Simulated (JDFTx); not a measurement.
# WS2 (Tungstenite) (P6_3/mmc) in JDFTx: further runs, part 2 of 2

JDFTx 1.7.0 (patched build). The steps go on from the part before.

**4. Single point, LDA**

WS2.in

```
lattice \
    3.1800000000    -1.5900000000     0.0000000000 \
    0.0000000000     2.7539607840     0.0000000000 \
    0.0000000000     0.0000000000    12.5000000000
latt-scale 1.889726124626 1.889726124626 1.889726124626
coords-type Lattice
ion W      0.6666666667     0.3333333333     0.7500000000 1
ion W      0.3333333333     0.6666666667     0.2500000000 1
ion S      0.6666666667     0.3333333333     0.3750000000 1
ion S      0.3333333333     0.6666666667     0.8750000000 1
ion S      0.6666666667     0.3333333333     0.1250000000 1
ion S      0.3333333333     0.6666666667     0.6250000000 1

ion-species pseudo/W.upf
ion-species pseudo/S.upf
elec-cutoff 35 280
elec-ex-corr lda-PW
kpoint-folding 4 4 1
elec-smearing Fermi 0.0018374661
elec-n-bands 34
electronic-SCF nIterations 100 energyDiffThreshold 1e-09
electronic-minimize nIterations 30 energyDiffThreshold 1e-7
converge-empty-states yes
forces-output-coords Cartesian

dump-name run.$VAR
dump End Ecomponents EigStats BandEigs Kpoints Forces Stress ElecDensity
```

Potentials or basis: PseudoDojo-SR-LDA-0.4.1-standard with smoothed tails.

Run with:

```
$ jdftx -c 1 -i WS2.in -o WS2.out
```

Log:

```text
*************** JDFTx 1.7.0 (patched build) ***************

Input parsed successfully to the following command list (including defaults):
[... the input with its defaults ...]

---------- Setting up symmetries ----------

Found 24 point-group symmetries of the bravais lattice
Found 24 space-group symmetries with basis
Applied RMS atom displacement 3.46949e-10 bohrs to make symmetries exact.

---------- Initializing the Grid ----------
R =
[      6.00933     -3.00466            0  ]
[            0      5.20423            0  ]
[            0            0      23.6216  ]
unit cell volume = 738.74
G =
[    1.04557   0.603661         -0  ]
[          0    1.20732          0  ]
[          0         -0   0.265993  ]
Minimum fftbox size, Smin = [  48  48  180  ]
Chosen fftbox size, S = [  48  48  180  ]

---------- Initializing tighter grid for wavefunction operations ----------
R =
[      6.00933     -3.00466            0  ]
[            0      5.20423            0  ]
[            0            0      23.6216  ]
unit cell volume = 738.74
G =
[    1.04557   0.603661         -0  ]
[          0    1.20732          0  ]
[          0         -0   0.265993  ]
Minimum fftbox size, Smin = [  36  36  128  ]
Chosen fftbox size, S = [  36  36  128  ]

---------- Exchange Correlation functional ----------
Initalized Slater LDA exchange.
Initalized Perdew-Wang LDA correlation.

---------- Setting up pseudopotentials ----------
Width of ionic core gaussian charges (only for fluid interactions / plotting) set to 0

Reading pseudopotential file 'pseudo/W.upf':
  'W' pseudopotential, 'SLA  PW   NOGX NOGC' functional
  Generated using ONCVPSP code by D. R. Hamann
  14 valence electrons, 4 orbitals, 8 projectors, 1001 radial grid points, with lMax = 3
    5S    l: 0   occupation:  2.0   eigenvalue: -2.914152
    5P    l: 1   occupation:  6.0   eigenvalue: -1.594402
    5D    l: 2   occupation:  4.0   eigenvalue: -0.171959
    6S    l: 0   occupation:  2.0   eigenvalue: -0.216937
  Core radius for overlap checks: 2.00 bohrs.

Reading pseudopotential file 'pseudo/S.upf':
  'S' pseudopotential, 'SLA  PW   NOGX NOGC' functional
[... 48 lines left out ...]
	FillingsUpdate:  mu: +0.424957696  nElectrons: 52.000000
SCF: Cycle:  3   F: -179.956787815496227   dF: -1.424e-03   |Residual|: 2.052e-02   |deigs|: 2.580e-03
	FillingsUpdate:  mu: +0.426654737  nElectrons: 52.000000
SCF: Cycle:  4   F: -179.956610507075453   dF: +1.773e-04   |Residual|: 1.055e-02   |deigs|: 1.375e-03
	FillingsUpdate:  mu: +0.426431994  nElectrons: 52.000000
SCF: Cycle:  5   F: -179.956972755701003   dF: -3.622e-04   |Residual|: 2.502e-03   |deigs|: 5.275e-04
	FillingsUpdate:  mu: +0.426429042  nElectrons: 52.000000
SCF: Cycle:  6   F: -179.956985044926313   dF: -1.229e-05   |Residual|: 1.347e-03   |deigs|: 1.837e-04
	FillingsUpdate:  mu: +0.426519934  nElectrons: 52.000000
SCF: Cycle:  7   F: -179.956988583644602   dF: -3.539e-06   |Residual|: 3.972e-04   |deigs|: 1.076e-04
[... 5 lines left out ...]
SCF: Cycle: 10   F: -179.956989590274588   dF: -9.541e-08   |Residual|: 9.415e-05   |deigs|: 4.180e-06
	FillingsUpdate:  mu: +0.426547646  nElectrons: 52.000000
SCF: Cycle: 11   F: -179.956989655204779   dF: -6.493e-08   |Residual|: 2.100e-05   |deigs|: 8.738e-06
	FillingsUpdate:  mu: +0.426547923  nElectrons: 52.000000
SCF: Cycle: 12   F: -179.956989671061791   dF: -1.586e-08   |Residual|: 7.979e-06   |deigs|: 1.525e-06
	FillingsUpdate:  mu: +0.426547468  nElectrons: 52.000000
SCF: Cycle: 13   F: -179.956989679607545   dF: -8.546e-09   |Residual|: 9.382e-06   |deigs|: 8.302e-07
	FillingsUpdate:  mu: +0.426547177  nElectrons: 52.000000
SCF: Cycle: 14   F: -179.956989682247809   dF: -2.640e-09   |Residual|: 3.264e-06   |deigs|: 1.146e-06
	FillingsUpdate:  mu: +0.426547214  nElectrons: 52.000000
SCF: Cycle: 15   F: -179.956989683614381   dF: -1.367e-09   |Residual|: 1.981e-06   |deigs|: 4.151e-07
	FillingsUpdate:  mu: +0.426547112  nElectrons: 52.000000
SCF: Cycle: 16   F: -179.956989684228006   dF: -6.136e-10   |Residual|: 1.486e-06   |deigs|: 3.152e-07
	FillingsUpdate:  mu: +0.426547089  nElectrons: 52.000000
SCF: Cycle: 17   F: -179.956989684556731   dF: -3.287e-10   |Residual|: 1.839e-06   |deigs|: 9.424e-08
SCF: Converged (|Delta E|<1.000000e-09 for 2 iters).

Setting wave functions to eigenvectors of Hamiltonian
Converging empty states (this may take a while): |deigs|: 6.423e-04

# Stress tensor in Cartesian coordinates [Eh/a0^3]:
[  0.000235257            0            0  ]
[            0  0.000235257            0  ]
[            0            0   0.00016044  ]

# Ionic positions in lattice coordinates:
ion W   0.666666666666667   0.333333333333333   0.750000000000000 1
ion W   0.333333333333333   0.666666666666667   0.250000000000000 1
ion S   0.666666666666667   0.333333333333333   0.375000000000000 1
ion S   0.333333333333333   0.666666666666667   0.875000000000000 1
ion S   0.666666666666667   0.333333333333333   0.125000000000000 1
ion S   0.333333333333333   0.666666666666667   0.625000000000000 1

# Forces in Cartesian coordinates:
force W   0.000000000000000  -0.000000000000000  -0.000000000000000 1
force W   0.000000000000000   0.000000000000000  -0.000000000000000 1
force S  -0.000000000000000   0.000000000000000  -0.008962583755766 1
force S  -0.000000000000000  -0.000000000000000  -0.008962583755766 1
force S  -0.000000000000000   0.000000000000000   0.008962583755766 1
force S  -0.000000000000000  -0.000000000000000   0.008962583755765 1

# Energy components:
   Eewald =     -117.1481337671597629
       EH =       53.5381117621404243
     Eloc =     -174.7375490598737997
      Enl =       31.5215454594315361
      Exc =      -45.6644096739753635
 Exc_core =       16.3296740098247959
       KE =       56.2037716164934551
-------------------------------------
     Etot =     -179.9569896531187396
       TS =        0.0000000314379879
-------------------------------------
        F =     -179.9569896845567314

IonicMinimize: Iter:   0  F: -179.956989684556731  |grad|_K:  4.225e-03
IonicMinimize: None of the convergence criteria satisfied after 0 iterations.

#--- Lowdin population analysis ---
# oxidation-state W +0.419 +0.419
# oxidation-state S -0.095 -0.095 -0.095 -0.095

Dumping 'run.eigStats' ...
	eMin: -2.338206 at state 0 ( [ +0.000000 +0.000000 +0.000000 ] spin 0 )
	HOMO: +0.404044 at state 0 ( [ +0.000000 +0.000000 +0.000000 ] spin 0 )
	mu  : +0.426547
	LUMO: +0.452445 at state 1 ( [ +0.000000 +0.250000 +0.000000 ] spin 0 )
	eMax: +0.581011 at state 3 ( [ +0.250000 +0.250000 +0.000000 ] spin 0 )
	HOMO-LUMO gap: +0.048400
	Optical gap  : +0.081924 at state 0 ( [ +0.000000 +0.000000 +0.000000 ] spin 0 )
Done!
[note: mu as printed may lie anywhere between the filled and the empty levels]
```

Wall time 92 s (1 thread of Arm Neoverse V1, shared host); peak memory 0.18 GiB.

Results:

```yaml
Free_energy: -4896.8792 eV
Pressure: -6.2 GPa
Largest_force: 0.461 eV/Å
Band_gap_on_the_k_mesh: 1.32 eV, indirect (least direct gap 2.23 eV)
```

Forces in eV/Å, atoms in the order of the input:
```
W    0.000  0.000  0.000
W    0.000  0.000  0.000
S    0.000  0.000 -0.461
S    0.000  0.000 -0.461
S    0.000  0.000  0.461
S    0.000  0.000  0.461
```

Caveat: the k mesh is coarse (spacing up to 0.57 Å⁻¹), so the values aren't converged; spin-orbit coupling is left out, which moves the levels of the heavy elements; an odd mesh through Γ misses points on the zone boundary, where band edges often lie.

**5. For comparison**

An earlier run on the cell as given: functional PBEsol; potentials or basis PseudoDojo-SR-PBEsol-0.4.1-standard with smoothed tails; cutoff 1007 eV; density cutoff 8055 eV; k mesh 10 × 10 × 3; occupations fermi-dirac, width 0.05 eV; no spin polarisation.

* Pressure: -2.7 GPa
* Largest force: 0.151 eV/Å
* Band gap on the k mesh: 1.08 eV, indirect (least direct gap 2.07 eV)

**6. Summary**

| level | potentials or basis | k mesh | cutoff (eV) | smearing | mesh quality | gap on the mesh (eV) | pressure (GPa) | largest force (eV/Å) |
| --- | --- | --- | --- | --- | --- | --- | --- | --- |
| PBEsol | PseudoDojo-SR-PBEsol-0.4.1-standard with smoothed tails | 4 × 4 × 1 | 1007 | fermi-dirac 0.05 eV | coarse | 1.35 | -3.0 | 0.23 |
| LDA | PseudoDojo-SR-LDA-0.4.1-standard with smoothed tails | 10 × 10 × 3 | 952 | gaussian 0.02 eV | not flagged | 1.04 | -5.9 | 0.39 |
| LDA | PseudoDojo-SR-LDA-0.4.1-standard with smoothed tails | 4 × 4 × 1 | 952 | fermi-dirac 0.05 eV | coarse | 1.32 | -6.2 | 0.46 |
| PBEsol | PseudoDojo-SR-PBEsol-0.4.1-standard with smoothed tails | 10 × 10 × 3 | 1007 | fermi-dirac 0.05 eV | not flagged | 1.08 | -2.7 | 0.15 |

Alike in all rows: task single point; no spin polarisation; cell as given.

Caveats: some runs use coarse meshes; spin-orbit coupling is left out, which moves the levels of the heavy elements; an odd mesh through Γ misses points on the zone boundary, where band edges often lie; this functional lacks dispersion, which binds the layers, so the pressure and a relaxed spacing across them are unreliable (some runs); the empty levels aren't tightly converged (some runs).

Absolute energies hang on the potentials; compare differences alone.
